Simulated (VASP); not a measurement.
# ZnAu (Pm-3m) in VASP: further runs

The runs below take ZnAu through single point, relaxation of cell and atoms, with PBEsol, PBE.

Program: VASP 6.6.1. These are calculated values, not measurements. Logs are shortened: lines on timing, memory, paths and dates and some standing lists are left out, and cuts for length are marked.

### Step 1. The crystal as given

Symmetry: Pm-3m, No. 221, cubic system. Conventional cell: a = 3.131 Å, b = 3.131 Å, c = 3.131 Å, α = 90.00°, β = 90.00°, γ = 90.00°. Zn (site symmetry m-3m) is surrounded by 8 Au at 2.71 Å. Around Au (site symmetry m-3m) lie 8 Zn at 2.71 Å.

### Step 2. Single point, PBEsol

The input, INCAR:

```
  PREC = Accurate
  ENCUT = 520
  EDIFF = 1E-6
  ISMEAR = -1
  SIGMA = 0.15
  LREAL = False
  LASPH = True
  NELM = 100
  ALGO = Normal
  ISIF = 2
  LWAVE = False
  LCHARG = True
  GGA = PS
  LELF = True
  LVHAR = True
  NBANDS = 18
```

The input, KPOINTS:

```
Automatic mesh
0
Gamma
  9 9 9
```

The input, POSCAR:

```
ZnAu
1.0
    3.1306700410      0.0000000000      0.0000000000
    0.0000000000      3.1306700410      0.0000000000
    0.0000000000      0.0000000000      3.1306700410
Zn Au
1 1
Direct
    0.5000000000      0.5000000000      0.5000000000
    0.0000000000      0.0000000000      0.0000000000
```

Potentials or basis: VASP PAW PBE potentials, release 64 (Zn, Au).

Run with:

```console
$ cat potpaw_PBE.64/Zn/POTCAR potpaw_PBE.64/Au/POTCAR > POTCAR
$ mpirun -np 1 vasp_std > vasp.out
```

OUTCAR:

```text
PREC = Accurate
   ENCUT = 520
   EDIFF = 1E-6
   ISMEAR = -1
   LREAL = False
   LASPH = True
   NELM = 100
   ISIF = 2
   GGA = PS

 ion  position               nearest neighbor table
   1  0.500  0.500  0.500-   2 2.71   2 2.71   2 2.71   2 2.71   2 2.71   2 2.71   2 2.71   2 2.71

   2  0.000  0.000  0.000-   1 2.71   1 2.71   1 2.71   1 2.71   1 2.71   1 2.71   1 2.71   1 2.71

  LATTYP: Found a simple cubic cell.
 ALAT       =     3.1306700410

  Lattice vectors:

 A1 = (   3.1306700410,   0.0000000000,   0.0000000000)
 A2 = (   0.0000000000,   3.1306700410,   0.0000000000)
 A3 = (   0.0000000000,   0.0000000000,   3.1306700410)

Analysis of symmetry for initial positions (statically):
=====================================================================
 Subroutine PRICEL returns:
 Original cell was already a primitive cell.

 Routine SETGRP: Setting up the symmetry group for a
 simple cubic supercell.

 Subroutine GETGRP returns: Found 48 space group operations
 (whereof 48 operations were pure point group operations)
 out of a pool of 48 trial point group operations.

The static configuration has the point symmetry O_h .

Analysis of symmetry for dynamics (positions and initial velocities):
=====================================================================
 Subroutine PRICEL returns:
 Original cell was already a primitive cell.

 Routine SETGRP: Setting up the symmetry group for a
 simple cubic supercell.

 Subroutine GETGRP returns: Found 48 space group operations
 (whereof 48 operations were pure point group operations)
 out of a pool of 48 trial point group operations.

The dynamic configuration has the point symmetry O_h .

 Subroutine INISYM returns: Found 48 space group operations
 (whereof 48 operations are pure point group operations),
 and found     1 'primitive' translations

----------------------------------------------------------------------------------------

                                     Primitive cell

  volume of cell :      30.6840

  direct lattice vectors                    reciprocal lattice vectors
     3.130670041  0.000000000  0.000000000     0.319420439  0.000000000  0.000000000
     0.000000000  3.130670041  0.000000000     0.000000000  0.319420439  0.000000000
     0.000000000  0.000000000  3.130670041     0.000000000  0.000000000  0.319420439

  length of vectors
     3.130670041  3.130670041  3.130670041     0.319420439  0.319420439  0.319420439

  position of ions in fractional coordinates (direct lattice)
     0.500000000  0.500000000  0.500000000
     0.000000000  0.000000000  0.000000000

  ion indices of the primitive-cell ions
   primitive index   ion index
                 1           1
                 2           2

----------------------------------------------------------------------------------------

 KPOINTS: Automatic mesh

Automatic generation of k-mesh.
 Grid dimensions read from file:
 generate k-points for:    9    9    9

 Generating k-lattice:

  Cartesian coordinates                     Fractional coordinates (reciprocal lattice)
     0.035491160  0.000000000  0.000000000     0.111111111  0.000000000  0.000000000
     0.000000000  0.035491160  0.000000000     0.000000000  0.111111111  0.000000000
     0.000000000  0.000000000  0.035491160     0.000000000  0.000000000  0.111111111

  Length of vectors
     0.035491160  0.035491160  0.035491160

  Shift w.r.t. Gamma in fractional coordinates (k-lattice)
     0.000000000  0.000000000  0.000000000

 Subroutine IBZKPT returns following result:
 ===========================================

 Found     35 irreducible k-points:

 Following reciprocal coordinates:
            Coordinates               Weight
  0.000000  0.000000  0.000000      1.000000
  0.111111  0.000000  0.000000      6.000000
  0.222222  0.000000  0.000000      6.000000
  0.333333  0.000000  0.000000      6.000000
  0.444444  0.000000  0.000000      6.000000
  0.111111  0.111111  0.000000     12.000000
[... 16 lines left out ...]
  0.333333  0.333333  0.111111     24.000000
  0.444444  0.333333  0.111111     48.000000
 [... further k-points ...]
   k-points           NKPTS =     35   k-points in BZ     NKDIM =     35   number of bands    NBANDS=     18
   number of dos      NEDOS =    301   number of ions     NIONS =      2
   total plane-waves  NPLWV =  13824
   dimension x,y,z NGX =    24 NGY =   24 NGZ =   24
   dimension x,y,z NGXF=    48 NGYF=   48 NGZF=   48
   ions per type =               1   1
   NGX,Y,Z   is equivalent  to a cutoff of  12.74, 12.74, 12.74 a.u.
   NGXF,Y,Z  is equivalent  to a cutoff of  25.49, 25.49, 25.49 a.u.
 SYSTEM =  unknown system
   PREC   = accura    normal or accurate (medium, high low for compatibility)
   ISTART =      0    job   : 0-new  1-cont  2-samecut
   ICHARG =      2    charge: 1-file 2-atom 10-const
   ISPIN  =      1    spin polarized calculation?
   LNONCOLLINEAR =      F non collinear calculations
   LSORBIT =      F    spin-orbit coupling
   LASPH  =      T    aspherical Exc in radial PAW
   ENCUT  =  520.0 eV  38.22 Ry    6.18 a.u.   5.82  5.82  5.82*2*pi/ulx,y,z
   NELM   =    100;   NELMIN=  2; NELMDL= -5     # of ELM steps
   EDIFF  = 0.1E-05   stopping-criterion for ELM
   LREAL  =      F    real-space projection
   EDIFFG = 0.1E-04   stopping-criterion for IOM
   NSW    =      0    number of steps for IOM
   IBRION =     -1    ionic relax: 0-MD 1-quasi-New 2-CG
   NFREE  =      0    steps in history (QN), initial steepest desc. (CG)
   ISIF   =      2    stress and relaxation
   ISYM   =      2    0-nonsym 1-usesym 2-fastsym
   POTIM  = 0.5000    time-step for ionic-motion
   TEBEG  =    0.0;   TEEND  =   0.0 temperature during run
   PSTRESS=    0.0 pullay stress
   NELECT =      23.0000    total number of electrons
   NUPDOWN=      -1.0000    fix difference up-down
   EMIN   =  10.00;   EMAX   =-10.00  energy-range for DOS
   EFERMI =   0.00;   METHOD = LEGACY
   ISMEAR =    -1;   SIGMA  =   0.15  broadening in eV -4-tet -1-fermi 0-gaus
   EFERMI_NEDOS =   21; number of points for ismear=-14 and -15
   IALGO  =     38    algorithm
   IMIX   =      4    mixing-type and parameters
     AMIX     =   0.40;   BMIX     =  1.00
     AMIX_MAG =   1.60;   BMIX_MAG =  1.00
  volume/ion in A,a.u.               =      15.34       103.53
  Fermi-wavevector in a.u.,A,eV,Ry     =   1.487123  2.810254 30.089747  2.211534
  Thomas-Fermi vector in A             =   2.600323
   LORBIT       =      0    0 simple, 1 ext, 2 COOP (PROOUT), +10 PAW based schemes
   GGA     = PS    functional components
   LHFCALC =     F    Hartree Fock is set to
   AEXX    =    0.0000 exact exchange contribution
   IVDW    =     0    specifies the selected vdW correction
   LEPSILON=     F    determine dielectric tensor
   LRPA    =     F    only Hartree local field effects (RPA)
 non-spin polarized calculation
  energy-cutoff  :      520.00
  volume of cell :       30.68
 maximum number of plane-waves:       849
 NGX is ok and might be reduce to    24
   NGX = 11   NGY = 11   NGZ = 11

 number of electron      22.9999977 magnetization

 Free energy of the ion-electron system (eV)
  ---------------------------------------------------
  ext. energy  EPLUGINS =         0.00000000
  ---------------------------------------------------
  free energy    TOTEN  =        -5.96501053 eV

  energy without entropy =       -5.92318349  energy(sigma->0) =       -5.94409701

 E-fermi :   7.1433     XC(G=0): -12.6240

 val. band max:        7.0031000977   @ k =   0.3333   0.2222   0.0000
 cond. band min:       7.2336364158   @ k =   0.3333   0.3333   0.0000
 fundamental gap:      0.2305363181
 Fermi energy:         7.1433095909

 k-point     1 :       0.0000    0.0000    0.0000
  band No.  band energies     occupation
      1      -3.7044      2.00000
      2      -1.0710      2.00000
      3      -1.0710      2.00000
      4      -0.3303      2.00000
      5      -0.3303      2.00000
      6      -0.3303      2.00000
[... 10 lines left out ...]
     17      19.3419      0.00000
     18      25.4659      0.00000

 k-point     2 :       0.1111    0.0000    0.0000
  band No.  band energies     occupation
      1      -3.4829      2.00000
      2      -1.0198      2.00000
      3      -1.0034      2.00000
      4      -0.3326      2.00000
      5      -0.3326      2.00000
      6      -0.3110      2.00000
[... 10 lines left out ...]
     17      20.3872      0.00000
     18      25.2963      0.00000

 k-point     3 :       0.2222    0.0000    0.0000
  band No.  band energies     occupation
      1      -2.8434      2.00000
      2      -0.8813      2.00000
      3      -0.8354      2.00000
      4      -0.3361      2.00000
      5      -0.3361      2.00000
      6      -0.2613      2.00000
[... 10 lines left out ...]
     17      23.1671      0.00000
     18      24.2014      0.00000

 k-point     4 :       0.3333    0.0000    0.0000
  band No.  band energies     occupation
      1      -1.8804      2.00000
      2      -0.7033      2.00000
      3      -0.6525      2.00000
      4      -0.3354      2.00000
      5      -0.3354      2.00000
      6      -0.2028      2.00000
[... 375 lines left out ...]
      4      -0.4632      2.00000
      5      -0.3340      2.00000
      6       0.5306      2.00000
[... 10 lines left out ...]
     17      20.5503      0.00000
     18      23.1028      0.00000

 k-point    23 :       0.3333    0.3333    0.1111
  band No.  band energies     occupation
      1      -1.1502      2.00000
      2      -0.8272      2.00000
      3      -0.5982      2.00000
      4      -0.4708      2.00000
      5      -0.2394      2.00000
      6       0.3044      2.00000
[... 10 lines left out ...]
     17      20.1617      0.00000
     18      21.3189      0.00000

 k-point    24 :       0.4444    0.3333    0.1111
  band No.  band energies     occupation
      1      -1.0926      2.00000
      2      -0.9512      2.00000
      3      -0.6160      2.00000
      4      -0.5624      2.00000
      5      -0.1357      2.00000
      6       0.6557      2.00000
[... 10 lines left out ...]
     17      19.7985      0.00000
     18      22.0452      0.00000

 [... further k-points ...]
[... 5 lines left out ...]
  --------------------------------------------------------------------------------------
  -------------------------------------------------------------------------------------
  Total        0.0199825      0.0199825      0.0199825     -0.0000000      0.0000000     -0.0000000
  in kB        1.0433920      1.0433920      1.0433920     -0.0000000      0.0000000     -0.0000000
  external PRESSURE =       1.0433920 kB  Pullay stress =       0.0000000 kB

 VOLUME and BASIS-vectors are now :
 -----------------------------------------------------------------------------
  energy-cutoff  :      520.00
  volume of cell :       30.68
      direct lattice vectors                 reciprocal lattice vectors
     3.130670041  0.000000000  0.000000000     0.319420439  0.000000000  0.000000000
     0.000000000  3.130670041  0.000000000     0.000000000  0.319420439  0.000000000
     0.000000000  0.000000000  3.130670041     0.000000000  0.000000000  0.319420439

 POSITION                                       TOTAL-FORCE (eV/Angst)
 -----------------------------------------------------------------------------------
      1.56534      1.56534      1.56534         0.000000      0.000000      0.000000
      0.00000      0.00000      0.00000         0.000000      0.000000      0.000000
 -----------------------------------------------------------------------------------
    total drift:                                0.000000      0.000000     -0.000000

  FREE ENERGIE OF THE ION-ELECTRON SYSTEM (eV)
  ---------------------------------------------------
  free  energy   TOTEN  =        -5.9650105308 eV

  energy  without entropy=       -5.9231834917  energy(sigma->0) =       -5.94409701
```

Wall time 5 s (1 thread of Intel Xeon 6975P-C (Granite Rapids), shared host); peak memory 0.15 GiB.

What came out:

```
Free energy            : -5.9650 eV
Pressure               : 0.1 GPa
Band gap on the k mesh : none (metal or under the smearing width)
```

Caveat: the PAW data sets were made with another functional, which shifts forces and pressure a little.

### Step 3. Relaxation of cell and atoms, PBEsol

This run uses another cell than the first one, of 15.58 Å³/atom, 1.016 times its volume.

The input, INCAR:

```
SYSTEM = ZnAu
ALGO = Normal
EDIFF = 1E-6
EDIFFG = -0.05
ENCUT = 600
GGA = PS
IBRION = 2
ISIF = 3
ISMEAR = -1
LASPH = .TRUE.
LCHARG = .FALSE.
LREAL = .FALSE.
LWAVE = .FALSE.
NELM = 100
NSW = 80
PREC = Accurate
SIGMA = 0.15
```

The input, KPOINTS:

```
k-points
0
G
  9 9 9
  0 0 0
```

The input, POSCAR:

```
ZnAu
1.0
    3.1470000000      0.0000000000      0.0000000000
    0.0000000000      3.1470000000      0.0000000000
    0.0000000000      0.0000000000      3.1470000000
Zn Au
1 1
Direct
    0.5000000000      0.5000000000      0.5000000000
    0.0000000000      0.0000000000      0.0000000000
```

Potentials or basis: VASP PAW PBE potentials, release 64 (Zn, Au).

Run with:

```console
$ cat potpaw_PBE.64/Zn/POTCAR potpaw_PBE.64/Au/POTCAR > POTCAR
$ mpirun -np 1 vasp_std > vasp.out
```

Run time: 18 s. Hardware: 1 thread of Intel Xeon 6975P-C (Granite Rapids), shared host; peak memory 0.17 GiB.

It converged, with:

| Item | Value |
| --- | --- |
| Free energy | -5.9649 eV |
| Relaxed volume | 15.36 Å³/atom |
| Relaxed cell | a = 3.132 Å, b = 3.132 Å, c = 3.132 Å, α = 90.00°, β = 90.00°, γ = 90.00° |
| Space group after relaxing (to 0.05 Å) | Pm-3m (No. 221) |
| Energy gained by relaxing | 1.4 meV/atom |
| Ionic steps | 3 |
| Pressure after relaxing | -0.1 GPa |
| Band gap on the k mesh | none (metal or under the smearing width) |

The path:
```csv
step,energy change (eV),largest force (eV/Å),pressure (GPa),volume (Å³)
1,0.0000,0.0000,-2.00,31.17
2,-0.0002,0.0000,2.15,30.30
3,-0.0028,0.0000,-0.09,30.72
```

Final structure:
```xyz
2
Lattice="3.1317 0.0000 0.0000 0.0000 3.1317 0.0000 0.0000 0.0000 3.1317" Properties=species:S:1:pos:R:3 pbc="T T T"
Zn    1.5659    1.5659    1.5659
Au    0.0000    0.0000    0.0000
```

Levels at points of the mesh, in eV from the Fermi level:
| k point | band 8 | band 9 | band 10 | band 11 | band 12 | band 13 | band 14 | band 15 |
| --- | --- | --- | --- | --- | --- | --- | --- | --- |
| (0.00, 0.00, 0.00) | -5.50 | -3.79 | -3.79 | -3.79 | 4.94 | 4.94 | 4.94 | 8.97 |

Caveat: the PAW data sets were made with another functional, which shifts forces and pressure a little; the relaxation stopped at a loose force limit of 0.05 eV/Å, so its end isn't a converged minimum.

### Step 4. Single point, PBE

This run uses another cell than the first one, of 16.21 Å³/atom, 1.057 times its volume.

The input, INCAR:

```
PREC = Accurate
ENCUT = 520
EDIFF = 1E-6
ISMEAR = -1
SIGMA = 0.15
LREAL = F
LASPH = T
NELM = 100
ALGO = Normal
ISIF = 2
LWAVE = F
LCHARG = F
GGA = PE
NBANDS = 18
```

The input, KPOINTS:

```
Automatic mesh
0
Gamma
  9 9 9
```

The input, POSCAR:

```
ZnAu
1.0
    3.1886622348      0.0000000000      0.0000000000
    0.0000000000      3.1886622348      0.0000000000
    0.0000000000      0.0000000000      3.1886622348
Zn Au
1 1
Direct
    0.5000000000      0.5000000000      0.5000000000
    0.0000000000      0.0000000000      0.0000000000
```

Run with:

```console
$ cat potpaw_PBE.64/Zn/POTCAR potpaw_PBE.64/Au/POTCAR > POTCAR
$ mpirun -np 1 vasp_std > vasp.out
```

Run time: 4.7 s. Hardware: 1 thread of Intel Xeon 6975P-C (Granite Rapids), shared host; peak memory 0.15 GiB.

It converged, with:

```
Free energy            : -4.7649 eV
Pressure               : 0.1 GPa
Band gap on the k mesh : none (metal or under the smearing width)
```

Levels at points of the mesh, in eV from the Fermi level:
| k point | band 8 | band 9 | band 10 | band 11 | band 12 | band 13 | band 14 | band 15 |
| --- | --- | --- | --- | --- | --- | --- | --- | --- |
| (0.00, 0.00, 0.00) | -5.31 | -3.71 | -3.71 | -3.71 | 4.91 | 4.91 | 4.91 | 8.34 |

### Step 5. Relaxation of cell and atoms, PBE

This run uses another cell than the first one, of 15.58 Å³/atom, 1.016 times its volume.

The input, INCAR:

```
  PREC = Accurate
  ENCUT = 600
  EDIFF = 1E-6
  ISMEAR = -1
  SIGMA = 0.15
  LREAL = F
  LASPH = T
  NELM = 100
  ALGO = Fast
  ISIF = 3
  LWAVE = F
  LCHARG = F
  GGA = PE
  IBRION = 2
  NSW = 80
  EDIFFG = -0.05
```

KPOINTS is that of step 4.

The input, POSCAR:

```
ZnAu
1.0
    3.1470000000      0.0000000000      0.0000000000
    0.0000000000      3.1470000000      0.0000000000
    0.0000000000      0.0000000000      3.1470000000
Zn Au
1 1
Direct
    0.5000000000      0.5000000000      0.5000000000
    0.0000000000      0.0000000000      0.0000000000
```

Run with:

```console
$ cat potpaw_PBE.64/Zn/POTCAR potpaw_PBE.64/Au/POTCAR > POTCAR
$ mpirun -np 1 vasp_std > vasp.out
```

It took 24 s on 1 thread of Intel Xeon 6975P-C (Granite Rapids), shared host; peak memory 0.18 GiB.

The run converged. Its results:

| Item | Value |
| --- | --- |
| Free energy | -4.7641 eV |
| Relaxed volume | 16.23 Å³/atom |
| Relaxed cell | a = 3.190 Å, b = 3.190 Å, c = 3.190 Å, α = 90.00°, β = 90.00°, γ = 90.00° |
| Space group after relaxing (to 0.05 Å) | Pm-3m (No. 221) |
| Energy gained by relaxing | 10.2 meV/atom |
| Ionic steps | 3 |
| Pressure after relaxing | 0.1 GPa |
| Band gap on the k mesh | none (metal or under the smearing width) |

Step by step:
```
step  energy change (eV)  largest force (eV/Å)  pressure (GPa)  volume (Å³)
   1              0.0000                0.0000            5.33        31.17
   2             -0.0079                0.0000           -3.54        33.57
   3             -0.0204                0.0000            0.06        32.46
```

Final structure:
```xyz
2
Lattice="3.1901 0.0000 0.0000 0.0000 3.1901 0.0000 0.0000 0.0000 3.1901" Properties=species:S:1:pos:R:3 pbc="T T T"
Zn    1.5950    1.5950    1.5950
Au    0.0000    0.0000    0.0000
```

Levels at points of the mesh, in eV from the Fermi level:
| k point | band 7 | band 8 | band 9 | band 10 | band 11 | band 12 | band 13 | band 14 | band 15 |
| --- | --- | --- | --- | --- | --- | --- | --- | --- | --- |
| (0.00, 0.00, 0.00) | -5.31 | -5.31 | -3.71 | -3.71 | -3.71 | 4.91 | 4.91 | 4.91 | 8.32 |

Caveat: the relaxation stopped at a loose force limit of 0.05 eV/Å, so its end isn't a converged minimum.

### Step 6. The runs side by side

```csv
task,level,cell,cutoff (eV),gap on the mesh (eV),pressure (GPa),relaxed volume (Å³/atom)
single point,PBEsol,"Pm-3m, 15.34 Å³/atom",520,none,0.1,-
relaxation of cell and atoms,PBEsol,relaxed,600,none,-0.1,15.36
single point,PBE,"Pm-3m, 16.21 Å³/atom",520,none,0.1,-
relaxation of cell and atoms,PBE,relaxed,600,none,0.1,16.23
```

Alike in all rows: potentials or basis VASP PAW PBE potentials, release 64 (Zn, Au); no spin polarisation; k mesh 9 × 9 × 9; smearing fermi-dirac 0.15 eV.

Caveats: the PAW data sets were made with another functional, which shifts forces and pressure a little (some runs); the relaxation stopped at a loose force limit of 0.05 eV/Å, so its end isn't a converged minimum (some runs).

Absolute energies hang on the potentials; compare differences alone.
